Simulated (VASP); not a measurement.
Write the native input for VASP 6.6.1 that does the following.

* Task: single point
* Functional: RPBE
* Potentials or basis: VASP PAW PBE potentials, release 64 (Ni)
* Cutoff: 520 eV
* k mesh: 23 × 23 × 13
* Occupations: fermi-dirac, width 0.05 eV
* Spin: collinear spin, typed start
* Starting moments: [0.739, 0.739] μB
* Dipole correction: no
* Further INCAR settings: ALGO = Normal; EDIFF = 1e-06; NBANDS = 21

The structure of Ni lies in POSCAR:

```
Ni
1.0
    2.5136382340      0.0000000000      0.0000000000
   -1.2568191170      2.1768745665      0.0000000000
    0.0000000000      0.0000000000      4.1160354827
Ni
2
Direct
    0.3333333333      0.6666666667      0.2500000000
    0.6666666667      0.3333333333      0.7500000000
```

This isn't the form of Ni at room conditions, which is fcc.

One way to write it, as run:

INCAR

```
  ALGO = Normal
  EDIFF = 1E-6
  ENCUT = 520
  GGA = RP
  ISIF = 2
  ISMEAR = -1
  ISPIN = 2
  LASPH = T
  LCHARG = F
  LMAXMIX = 4
  LORBIT = 11
  LREAL = F
  LWAVE = F
  MAGMOM = 0.739 0.739
  NBANDS = 21
  NELM = 150
  PREC = Accurate
  SIGMA = 0.05
```

KPOINTS

```
k-points
0
Gamma
  23 23 13
```

Potentials or basis: VASP PAW PBE potentials, release 64 (Ni).

Launch:

```console
$ cat potpaw_PBE.64/Ni/POTCAR > POTCAR
$ mpirun -np 1 vasp_std > vasp.out
```

It gave:

```json
{"Pressure": "-0.1 GPa", "Band gap on the k mesh": "none (metal or under the smearing width)", "Net moment": "1.29 μB per cell", "Site moments": "Ni +0.66 μB", "Valence electrons inside the program's atomic spheres": "Ni 9.24"}
```

Caveat: the PAW data sets were made with another functional, which shifts forces and pressure a little.

It took 3 min on 1 thread of Intel(R) Xeon(R) Platinum 8488C (Sapphire Rapids), with other jobs on the host, peak memory 0.34 GiB.
